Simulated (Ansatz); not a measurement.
TiCo:

```
CELL_PARAMETERS angstrom
2.98611 0.00000 0.00000
0.00000 2.98611 0.00000
0.00000 0.00000 2.98611
ATOMIC_POSITIONS crystal
Co 0.50000 0.50000 0.50000
Ti 0.00000 0.00000 0.00000
```

The cell comes from a database or a generator and needn't be the stable form of this composition.

Base run:

| Quantity | Value |
| --- | --- |
| Program | Ansatz 0.2.0 |
| Functional | PBE |
| Potentials or basis | Ansatz PAW |
| Cutoff | 420 eV (not typed: the program's choice for these potentials) |
| k mesh | 8 × 8 × 8 |
| Occupations | fermi-dirac, width 0.05 eV |
| Spin | collinear spin, ferromagnetic start |
| Starting moments | [2.5333333333, 1.2666666667] μB |
| Fixed moment | 3.8 μB |

Its results: pressure 18.7 GPa; site moments Co +2.10; Ti +1.07 μB.

Task: After a change of settings the same cell gave: pressure 0.1 GPa; site moments Co +0.97; Ti -0.08 μB. Which change was it?
A. fixed moment from 3.8 μB to 0.8 μB; moments at the start from [2.53, 1.27] to [0.53, 0.27]
B. fixed moment from 3.8 μB to 1.5 μB; moments at the start from [2.53, 1.27] to [1.0, 0.5]
C. fixed moment from 3.8 μB to 4.5 μB; moments at the start from [2.53, 1.27] to [3.0, 1.5]
D. fixed moment from 3.8 μB to 3 μB; moments at the start from [2.53, 1.27] to [2.0, 1.0]

Result: A.

Caveats: the total moment is fixed, so each spin has its own Fermi level; the thresholds are loose for stress.
